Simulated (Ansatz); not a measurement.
Re: course of a relaxation

These are results of DFT PBE, scalar-relativistic, plane waves, PAW (Ansatz 0.2.0), not measurements. (420 eV cutoff, 18×18×6 k-mesh, Gaussian smearing of 0.10 eV, no spin polarisation)

What was changed: relaxed at -2 GPa.

Spin–orbit coupling is left out, which can shift energies with elements as heavy as these.

Command:

```bash
ansatz run input.yaml --threads 1 --pin off --max-ram 2560MiB --backend cpu --events-out ev --progress --plain --runs-dir out
```

Input:

```yaml
crystal:
  lattice:
    - [2.7945619567, 0.0, 0.0]
    - [-1.3972809783, 2.4201616469, 0.0]
    - [0.0, 0.0, 9.0080448522]
  atoms:
    - { symbol: Re, position: [0.0, 0.0, 0.0] }
    - { symbol: Re, position: [0.3333333333, 0.6666666667, 0.25] }
    - { symbol: Re, position: [0.0, 0.0, 0.5] }
    - { symbol: Re, position: [0.6666666667, 0.3333333333, 0.75] }
basis:
  ecutwfc: 420
kpoints:
  mp_grid: { grid: [18, 18, 6] }
hamiltonian:
  xc: pbe
scf:
  occupations: { method: gaussian, width: 0.1 }
output:
  forces: true
  stress: true
  eigenvalues: true
relax:
  adjacent_minimum: "off"
  f_tol: 0.008
  max_steps: 50
  cell: { stress_tol: 0.08, p_target: -2.0 }
```

F is the free energy. Steps run on the plane waves of an earlier cell, but the last one, and at times one on the way, on a freshly chosen basis, so a repeated geometry can differ a little in energy. The relaxation lowers the enthalpy F + PV at the target pressure, so F itself can rise.

At step 2 F + PV rises: a step can overshoot before the optimiser corrects it.

Steps:

| step | F − F(1) (eV) | largest force component (eV/Å) | V (Å³/atom) | P (GPa) |
| --- | --- | --- | --- | --- |
| 1 | 0.0000 | 0.000 | 15.231 | -6.72 |
| 2 | 0.0528 | 0.000 | 14.442 | 13.37 |
| 3 | -0.0227 | 0.000 | 15.038 | -2.33 |
| 4 | -0.0235 | 0.000 | 15.024 | -1.99 |
| 5 | -0.0227 | 0.000 | 15.024 | -1.99 |

Relaxed structure:

```cif
data_structure
_symmetry_space_group_name_H-M 'P 1'
_symmetry_Int_Tables_number 1
_cell_length_a 2.7819
_cell_length_b 2.7819
_cell_length_c 8.9669
_cell_angle_alpha 90.000
_cell_angle_beta 90.000
_cell_angle_gamma 120.000
_cell_volume 60.10
loop_
_atom_site_label
_atom_site_type_symbol
_atom_site_fract_x
_atom_site_fract_y
_atom_site_fract_z
_atom_site_occupancy
Re1 Re 0.00000 0.00000 0.00000 1
Re2 Re 0.33333 0.66667 0.25000 1
Re3 Re 0.00000 0.00000 0.50000 1
Re4 Re 0.66667 0.33333 0.75000 1
```

The structure is hexagonal, space group P6_3/mmc (No. 194). The conventional cell has a = 2.782 Å, b = 2.782 Å, c = 8.967 Å, α = 90.00°, β = 90.00°, γ = 120.00°. Re (site symmetry -3m) has 12 Re at 2.76 to 2.78 Å as nearest neighbours. Around Re (site symmetry -6m2) lie 12 Re at 2.76 to 2.78 Å.

The run converged. Time: 35 s on 1 thread of Intel(R) Xeon(R) 6975P-C (Granite Rapids), on a shared host, peak memory 0.56 GiB.